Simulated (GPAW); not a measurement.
Crystal: SnTe.

```xyz
2
Lattice="0.0000 3.1509 3.1509 3.1509 0.0000 3.1509 3.1509 3.1509 0.0000" Properties=species:S:1:pos:R:3 pbc="T T T"
Te    3.1509    3.1509    3.1509
Sn    0.0000    0.0000    0.0000
```

```yaml
Program: GPAW 26.7.0
Task: relaxation of cell and atoms
Functional: PBE
Potentials_or_basis: GPAW PAW data sets (gpaw-data 1.2.1)
Cutoff: 600 eV
Basis: pw
k_mesh: 7 × 7 × 7
Occupations: fermi-dirac, width 0.05 eV
Spin: no spin polarisation
```

At the start: pressure 1.9 GPa; volume 31.28 Å³/atom.

Q: Where does the relaxation end?

A: Over 4 steps the energy falls by 8.3 meV/atom and the volume is 32.68 Å³/atom (+4.5 %); space group Fm-3m (No. 225, to 0.05 Å).

The path:
```csv
step,energy change (eV),largest force (eV/Å),pressure (GPa),volume (Å³)
1,0.0000,0.0000,1.95,62.56
2,-0.0056,0.0000,1.56,63.07
3,-0.0166,0.0000,0.07,65.24
4,-0.0166,0.0000,0.00,65.36
```

Final structure:
```
Te Sn
1.0
     0.00000    3.19708    3.19708
     3.19708    0.00000    3.19708
     3.19708    3.19708    0.00000
Te Sn
1 1
Direct
  0.50000 0.50000 0.50000
  0.00000 0.00000 0.00000
```

Caveat: later steps reuse the first step's grids.
